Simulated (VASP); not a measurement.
# WC (Fm-3m) in VASP: notebook

The runs below take WC through relaxation of cell and atoms, single point, with r2SCAN, PBE.

Everything below comes from runs of VASP 6.6.1. Logs are shortened: lines on timing, memory, paths and dates and some standing lists are left out, and cuts for length are marked.

### 1 The crystal as given

The structure is cubic, space group Fm-3m (No. 225). The conventional cell has a = 4.385 Å, b = 4.385 Å, c = 4.385 Å, α = 90.00°, β = 90.00°, γ = 90.00°. W (site symmetry m-3m) is surrounded by 6 C at 2.19 Å. Around C (site symmetry m-3m) lie 6 W at 2.19 Å.

Measurements of this composition are mostly on another form, of space group No. 187.

### 2 Relaxation of cell and atoms, r2SCAN

INCAR

```
SYSTEM = WC
  PREC = Accurate
  ENCUT = 600
  EDIFF = 1E-6
  ISMEAR = -1
  SIGMA = 0.05
  LREAL = .False.
  LASPH = .True.
  NELM = 100
  ALGO = Normal
  ISIF = 3
  LWAVE = .False.
  LCHARG = .False.
  METAGGA = R2SCAN
  LMIXTAU = .True.
  IBRION = 2
  NSW = 40
  EDIFFG = -0.005
```

KPOINTS

```
Automatic mesh
0
Gamma
  8 8 8
  0 0 0
```

POSCAR

```
WC
1.0
    0.0000000000      2.1926840000      2.1926840000
    2.1926840000      0.0000000000      2.1926840000
    2.1926840000      2.1926840000      0.0000000000
W C
1 1
Direct
    0.0000000000      0.0000000000      0.0000000000
    0.5000000000      0.5000000000      0.5000000000
```

Potentials or basis: VASP PAW PBE potentials, release 64 (W_sv, C).

The run is started by

```sh
cat potpaw_PBE.64/W_sv/POTCAR potpaw_PBE.64/C/POTCAR > POTCAR
mpirun -np 1 vasp_std > vasp.out
```

OUTCAR:

```text
SYSTEM = WC
   PREC = Accurate
   ENCUT = 600
   EDIFF = 1E-6
   ISMEAR = -1
   LREAL = .False.
   LASPH = .True.
   NELM = 100
   ISIF = 3
   METAGGA = R2SCAN
   IBRION = 2
   NSW = 40
   EDIFFG = -0.005

 ion  position               nearest neighbor table
   1  0.000  0.000  0.000-   2 2.19   2 2.19   2 2.19   2 2.19   2 2.19   2 2.19
   2  0.500  0.500  0.500-   1 2.19   1 2.19   1 2.19   1 2.19   1 2.19   1 2.19

  LATTYP: Found a face centered cubic cell.
 ALAT       =     4.3853680000

  Lattice vectors:

 A1 = (   0.0000000000,   2.1926840000,   2.1926840000)
 A2 = (   2.1926840000,   0.0000000000,   2.1926840000)
 A3 = (   2.1926840000,   2.1926840000,   0.0000000000)

Analysis of symmetry for initial positions (statically):
=====================================================================
 Subroutine PRICEL returns:
 Original cell was already a primitive cell.

 Routine SETGRP: Setting up the symmetry group for a
 face centered cubic supercell.

 Subroutine GETGRP returns: Found 48 space group operations
 (whereof 48 operations were pure point group operations)
 out of a pool of 48 trial point group operations.

The static configuration has the point symmetry O_h .

Analysis of symmetry for dynamics (positions and initial velocities):
=====================================================================
 Subroutine PRICEL returns:
 Original cell was already a primitive cell.

 Routine SETGRP: Setting up the symmetry group for a
 face centered cubic supercell.

 Subroutine GETGRP returns: Found 48 space group operations
 (whereof 48 operations were pure point group operations)
 out of a pool of 48 trial point group operations.

The dynamic configuration has the point symmetry O_h .

 Subroutine INISYM returns: Found 48 space group operations
 (whereof 48 operations are pure point group operations),
 and found     1 'primitive' translations

----------------------------------------------------------------------------------------

                                     Primitive cell

  volume of cell :      21.0842

  direct lattice vectors                    reciprocal lattice vectors
     0.000000000  2.192684000  2.192684000    -0.228031034  0.228031034  0.228031034
     2.192684000  0.000000000  2.192684000     0.228031034 -0.228031034  0.228031034
     2.192684000  2.192684000  0.000000000     0.228031034  0.228031034 -0.228031034

  length of vectors
     3.100923451  3.100923451  3.100923451     0.394961337  0.394961337  0.394961337

  position of ions in fractional coordinates (direct lattice)
     0.000000000  0.000000000  0.000000000
     0.500000000  0.500000000  0.500000000

  ion indices of the primitive-cell ions
   primitive index   ion index
                 1           1
                 2           2

----------------------------------------------------------------------------------------

 KPOINTS: Automatic mesh

Automatic generation of k-mesh.
 Grid dimensions read from file:
 generate k-points for:    8    8    8

 Generating k-lattice:

  Cartesian coordinates                     Fractional coordinates (reciprocal lattice)
    -0.028503879  0.028503879  0.028503879     0.125000000  0.000000000  0.000000000
     0.028503879 -0.028503879  0.028503879     0.000000000  0.125000000  0.000000000
     0.028503879  0.028503879 -0.028503879     0.000000000  0.000000000  0.125000000

  Length of vectors
     0.049370167  0.049370167  0.049370167

  Shift w.r.t. Gamma in fractional coordinates (k-lattice)
     0.000000000  0.000000000  0.000000000

 Subroutine IBZKPT returns following result:
 ===========================================

 Found     29 irreducible k-points:

 Following reciprocal coordinates:
            Coordinates               Weight
  0.000000  0.000000  0.000000      1.000000
  0.125000  0.000000  0.000000      8.000000
  0.250000  0.000000  0.000000      8.000000
  0.375000  0.000000  0.000000      8.000000
  0.500000  0.000000  0.000000      4.000000
  0.125000  0.125000  0.000000      6.000000
[... 16 lines left out ...]
  0.500000  0.250000  0.125000     48.000000
 -0.375000  0.250000  0.125000     24.000000
 [... further k-points ...]
   k-points           NKPTS =     29   k-points in BZ     NKDIM =     29   number of bands    NBANDS=     13
   number of dos      NEDOS =    301   number of ions     NIONS =      2
   total plane-waves  NPLWV =  21952
   dimension x,y,z NGX =    28 NGY =   28 NGZ =   28
   dimension x,y,z NGXF=    56 NGYF=   56 NGZF=   56
   ions per type =               1   1
   NGX,Y,Z   is equivalent  to a cutoff of  15.01, 15.01, 15.01 a.u.
   NGXF,Y,Z  is equivalent  to a cutoff of  30.02, 30.02, 30.02 a.u.
 SYSTEM =  WC
   PREC   = accura    normal or accurate (medium, high low for compatibility)
   ISTART =      0    job   : 0-new  1-cont  2-samecut
   ICHARG =      2    charge: 1-file 2-atom 10-const
   ISPIN  =      1    spin polarized calculation?
   LNONCOLLINEAR =      F non collinear calculations
   LSORBIT =      F    spin-orbit coupling
   LASPH  =      T    aspherical Exc in radial PAW
   ENCUT  =  600.0 eV  44.10 Ry    6.64 a.u.   6.19  6.19  6.19*2*pi/ulx,y,z
   NELM   =    100;   NELMIN=  2; NELMDL= -5     # of ELM steps
   EDIFF  = 0.1E-05   stopping-criterion for ELM
   LREAL  =      F    real-space projection
   EDIFFG = -.5E-02   stopping-criterion for IOM
   NSW    =     40    number of steps for IOM
   IBRION =      2    ionic relax: 0-MD 1-quasi-New 2-CG
   NFREE  =      1    steps in history (QN), initial steepest desc. (CG)
   ISIF   =      3    stress and relaxation
   ISYM   =      2    0-nonsym 1-usesym 2-fastsym
   POTIM  = 0.5000    time-step for ionic-motion
   TEBEG  =    0.0;   TEEND  =   0.0 temperature during run
   PSTRESS=    0.0 pullay stress
   NELECT =      18.0000    total number of electrons
   NUPDOWN=      -1.0000    fix difference up-down
   EMIN   =  10.00;   EMAX   =-10.00  energy-range for DOS
   EFERMI =   0.00;   METHOD = LEGACY
   ISMEAR =    -1;   SIGMA  =   0.05  broadening in eV -4-tet -1-fermi 0-gaus
   EFERMI_NEDOS =   21; number of points for ismear=-14 and -15
   IALGO  =     38    algorithm
   IMIX   =      4    mixing-type and parameters
     AMIX     =   0.40;   BMIX     =  1.00
     AMIX_MAG =   1.60;   BMIX_MAG =  1.00
  volume/ion in A,a.u.               =      10.54        71.14
  Fermi-wavevector in a.u.,A,eV,Ry     =   1.553029  2.934800 32.815887  2.411900
  Thomas-Fermi vector in A             =   2.657319
   LORBIT       =      0    0 simple, 1 ext, 2 COOP (PROOUT), +10 PAW based schemes
   METAGGA = R2SCAN    functional components
   LHFCALC =     F    Hartree Fock is set to
   AEXX    =    0.0000 exact exchange contribution
   IVDW    =     0    specifies the selected vdW correction
   LEPSILON=     F    determine dielectric tensor
   LRPA    =     F    only Hartree local field effects (RPA)
 conjugate gradient relaxation of ions
 non-spin polarized calculation
  energy-cutoff  :      600.00
  volume of cell :       21.08
 maximum number of plane-waves:       725
 NGX is ok and might be reduce to    28
   NGX = 13   NGY = 13   NGZ = 13

--------------------------------------- Ionic step        1  -------------------------------------------

 number of electron      18.0000001 magnetization

 Free energy of the ion-electron system (eV)
  ---------------------------------------------------
  ext. energy  EPLUGINS =         0.00000000
  ---------------------------------------------------
  free energy    TOTEN  =       -60.61474102 eV

  energy without entropy =      -60.60006196  energy(sigma->0) =      -60.60740149

------------------------ aborting loop because EDIFF is reached ----------------------------------------

  FORCE on cell =-STRESS in cart. coord.  units (eV):
  Direction    XX          YY          ZZ          XY          YZ          ZX
  --------------------------------------------------------------------------------------
  -------------------------------------------------------------------------------------
  Total       -0.4542869     -0.4542869     -0.4542869     -0.0000000     -0.0000000     -0.0000000
  in kB      -34.5209473    -34.5209473    -34.5209473     -0.0000000     -0.0000000     -0.0000000
  external PRESSURE =     -34.5209473 kB  Pullay stress =       0.0000000 kB

 VOLUME and BASIS-vectors are now :
 -----------------------------------------------------------------------------
  energy-cutoff  :      600.00
  volume of cell :       21.08
      direct lattice vectors                 reciprocal lattice vectors
     0.000000000  2.192684000  2.192684000    -0.228031034  0.228031034  0.228031034
     2.192684000  0.000000000  2.192684000     0.228031034 -0.228031034  0.228031034
     2.192684000  2.192684000  0.000000000     0.228031034  0.228031034 -0.228031034
[... 37 lines left out ...]
 POSITION                                       TOTAL-FORCE (eV/Angst)
 -----------------------------------------------------------------------------------
      4.33731      2.16866      2.16866         0.000000     -0.000000      0.000000
      2.16866      2.16866      2.16866        -0.000000      0.000000     -0.000000
 -----------------------------------------------------------------------------------
    total drift:                                0.000000      0.000000      0.000000

  FREE ENERGIE OF THE ION-ELECTRON SYSTEM (eV)
  ---------------------------------------------------
  free  energy   TOTEN  =       -60.6027127356 eV

  energy  without entropy=      -60.5887022012  energy(sigma->0) =      -60.59570747

--------------------------------------- Ionic step        3  -------------------------------------------

 number of electron      18.0000002 magnetization

 Free energy of the ion-electron system (eV)
  ---------------------------------------------------
  ext. energy  EPLUGINS =         0.00000000
  ---------------------------------------------------
  free energy    TOTEN  =       -60.61688363 eV

  energy without entropy =      -60.60238241  energy(sigma->0) =      -60.60963302

 E-fermi :  12.7003     XC(G=0): -14.9111

 val. band max:       12.6587194210   @ k =   0.5000   0.1250   0.0000
 cond. band min:      12.7064977653   @ k =   0.1250   0.1250   0.0000
 fundamental gap:      0.0477783443
 Fermi energy:        12.7003365482

 k-point     1 :       0.0000    0.0000    0.0000
  band No.  band energies     occupation
      1     -64.9101      2.00000
      2     -28.2439      2.00000
      3     -28.2439      2.00000
      4     -28.2439      2.00000
      5      -4.2469      2.00000
      6       9.6725      2.00000
      7       9.6725      2.00000
      8       9.6725      2.00000
      9      11.3707      2.00000
     10      11.3707      2.00000
     11      11.3707      2.00000
     12      11.5099      2.00000
     13      11.5099      2.00000

 k-point     2 :       0.1250    0.0000    0.0000
  band No.  band energies     occupation
      1     -64.9037      2.00000
      2     -28.3424      2.00000
      3     -28.2542      2.00000
      4     -28.2542      2.00000
      5      -3.7956      2.00000
      6       8.2716      2.00000
      7       8.7621      2.00000
      8       8.7621      2.00000
      9      10.3809      2.00000
     10      10.3809      2.00000
     11      11.9247      2.00000
[... 339 lines left out ...]
 k-point    24 :      -0.3750    0.2500    0.1250
  band No.  band energies     occupation
      1     -64.8594      2.00000
      2     -28.7943      2.00000
      3     -28.4822      2.00000
      4     -28.3701      2.00000
      5      -0.4056      2.00000
      6       3.6002      2.00000
      7       6.0254      2.00000
      8       6.2322      2.00000
      9      12.8867      0.04702
     10      13.0832      0.00094
     11      14.7577      0.00000
     12      19.0600      0.00000
     13      19.4374      0.00000

 [... further k-points ...]
[... 5 lines left out ...]
  --------------------------------------------------------------------------------------
  -------------------------------------------------------------------------------------
  Total        0.0030271      0.0030271      0.0030271      0.0000000      0.0000000      0.0000000
  in kB        0.2321484      0.2321484      0.2321484      0.0000000      0.0000000      0.0000000
  external PRESSURE =       0.2321484 kB  Pullay stress =       0.0000000 kB

 VOLUME and BASIS-vectors are now :
 -----------------------------------------------------------------------------
  energy-cutoff  :      600.00
  volume of cell :       20.89
      direct lattice vectors                 reciprocal lattice vectors
    -0.000000000  2.185988845  2.185988845    -0.228729438  0.228729438  0.228729438
     2.185988845  0.000000000  2.185988845     0.228729438 -0.228729438  0.228729438
     2.185988845  2.185988845 -0.000000000     0.228729438  0.228729438 -0.228729438

 POSITION                                       TOTAL-FORCE (eV/Angst)
 -----------------------------------------------------------------------------------
     -0.00000      0.00000      0.00000        -0.000000      0.000000      0.000000
      2.18599      2.18599      2.18599         0.000000     -0.000000     -0.000000
 -----------------------------------------------------------------------------------
    total drift:                               -0.000000      0.000000      0.000000

  FREE ENERGIE OF THE ION-ELECTRON SYSTEM (eV)
  ---------------------------------------------------
  free  energy   TOTEN  =       -60.6168836330 eV

  energy  without entropy=      -60.6023824079  energy(sigma->0) =      -60.60963302

 reached required accuracy - stopping structural energy minimisation
```

Run time: 1.8 min. Hardware: 1 thread of Intel Xeon Platinum 8375C at 2.90GHz (Ice Lake), shared host; peak memory 0.18 GiB.

Results:

- Free energy: -60.6169 eV
- Relaxed volume: 10.45 Å³/atom
- Relaxed cell: a = 3.091 Å, b = 3.091 Å, c = 3.091 Å, α = 60.00°, β = 60.00°, γ = 60.00°
- Space group after relaxing (to 0.05 Å): Fm-3m (No. 225)
- Energy gained by relaxing: 1.1 meV/atom
- Ionic steps: 3
- Pressure after relaxing: 0.0 GPa

Step by step:
```tsv
step	energy change (eV)	largest force (eV/Å)	pressure (GPa)	volume (Å³)
1	0.0000	0.0000	-3.45	21.08
2	0.0120	0.0000	9.38	20.40
3	-0.0021	0.0000	0.02	20.89
```

Final structure:
```yaml
crystal:
  lattice:
    - [0.00000, 2.18599, 2.18599]
    - [2.18599, 0.00000, 2.18599]
    - [2.18599, 2.18599, 0.00000]
  atoms:
    - { symbol: W, position: [0.00000, 0.00000, 0.00000] }
    - { symbol: C, position: [0.50000, 0.50000, 0.50000] }
```

Caveat: the bands computed are all filled at some k points, so no gap is given; the PAW data sets were made with another functional, which shifts forces and pressure a little. Spin-orbit coupling is left out, which matters for the levels of W.

(Part 1 of 2 ends here.)
